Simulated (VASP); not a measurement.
Write the native input for VASP 6.6.1 that does the following.

```
Task                   : single point
Functional             : PBEsol
Potentials or basis    : VASP PAW PBE potentials, release 64 (K_sv, Br)
Cutoff                 : 520 eV
k mesh                 : 6 × 6 × 6
Occupations            : gaussian, width 0.1 eV
Spin                   : no spin polarisation
Dipole correction      : no
Further INCAR settings : ALGO = Normal; EDIFF = 1e-07; NBANDS = 15
```

The structure of KBr lies in POSCAR:

```
KBr
1.0
    0.0000000000      3.3000000000      3.3000000000
    3.3000000000      0.0000000000      3.3000000000
    3.3000000000      3.3000000000      0.0000000000
K Br
1 1
Direct
    0.0000000000      0.0000000000      0.0000000000
    0.5000000000      0.5000000000      0.5000000000
```

One way to write it, as run:

INCAR

```
SYSTEM = KBr
  PREC = Accurate
  ENCUT = 520
  EDIFF = 1E-7
  ISMEAR = 0
  SIGMA = 0.1
  LREAL = .FALSE.
  LASPH = .TRUE.
  NELM = 100
  ALGO = Normal
  ISIF = 2
  LWAVE = .FALSE.
  LCHARG = .FALSE.
  GGA = PS
  NBANDS = 15
```

KPOINTS

```
regular mesh
0
G
  6 6 6
  0 0 0
```

Potentials or basis: VASP PAW PBE potentials, release 64 (K_sv, Br).

Command:

```bash
$ cat potpaw_PBE.64/K_sv/POTCAR potpaw_PBE.64/Br/POTCAR > POTCAR
$ mpirun -np 1 vasp_std > vasp.out
```

It gave:

| Quantity | Value |
| --- | --- |
| Pressure | -0.3 GPa |
| Band gap on the k mesh | 4.28 eV, direct |

Caveat: the PAW data sets were made with another functional, which shifts forces and pressure a little.

Run time: 19 s on 1 thread of Intel(R) Xeon(R) Platinum 8259CL CPU @ 2.50GHz (Skylake/Cascade Lake), on a shared host, peak memory 0.2 GiB.
